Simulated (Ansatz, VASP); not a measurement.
# Two plane-wave programs on AlCu2

File INCAR:

```
ALGO = Normal ; EDIFF = 1E-6
EDIFFG = -0.01 ; ENCUT = 600
GGA = PE ; IBRION = 2
ISIF = 3 ; ISMEAR = 0
LASPH = True ; LCHARG = False
LREAL = False ; LWAVE = False
NELM = 100 ; NSW = 100
PREC = Accurate ; SIGMA = 0.1
```

Contents of KPOINTS:

```
k-points
0
Gamma
  15 15 18
```

Contents of POSCAR:

```
AlCu2
1.0
    4.1694350827      0.0000000000      0.0000000000
   -2.0847175413      3.6108367010      0.0000000000
    0.0000000000      0.0000000000      2.5925998577
Al Cu
1 2
Direct
    0.0000000000      0.0000000000      0.0000000000
    0.3333333333      0.6666666667      0.5000000000
    0.6666666667      0.3333333333      0.5000000000
```

Input for Ansatz:

```yaml
crystal:
  lattice:
    - [4.1694350827, 0.0, 0.0]
    - [-2.0847175413, 3.610836701, 0.0]
    - [0.0, 0.0, 2.5925998577]
  atoms:
    - { symbol: Al, position: [0.0, 0.0, 0.0] }
    - { symbol: Cu, position: [0.3333333333, 0.6666666667, 0.5] }
    - { symbol: Cu, position: [0.6666666667, 0.3333333333, 0.5] }
basis:
  ecutwfc: 420
kpoints:
  mp_grid: { grid: [15, 15, 18] }
hamiltonian:
  xc: pbe
scf:
  occupations: { method: gaussian, width: 0.1 }
output:
  forces: true
  stress: true
  eigenvalues: true
relax:
  adjacent_minimum: "off"
  f_tol: 0.01
  max_steps: 80
  cell: { stress_tol: 0.05 }
```

Alike in both runs: task relaxation of cell and atoms; functional PBE; k mesh 15 × 15 × 18; occupations gaussian, width 0.1 eV; no spin polarisation.

|  | VASP | Ansatz |
| --- | --- | --- |
| version | VASP 6.6.1 | Ansatz 0.2.0 |
| potentials or method | VASP PAW PBE potentials, release 64 (Al, Cu) | scalar-relativistic, plane waves, PAW |
| plane-wave cutoff (eV) | 600 | 420 |
| valence electrons in the cell | 25 | 41 |

Ansatz gave:

```
gap on the k mesh at the Fermi level, each at its own relaxed structure (eV) : none
relaxed volume (Å³/atom)                                                     : 13.01
relaxed cell length with the largest relative difference (Å)                 : 4.169
```

Q: What did VASP give for the same quantities?

A: gap on the k mesh at the Fermi level, each at its own relaxed structure (eV): none; relaxed volume (Å³/atom): 13.05; relaxed cell length with the largest relative difference (Å): 4.174.

A gap of «none» marks a metal or a gap that the smearing closes. The two sets of potentials don't hold the same shells in valence.
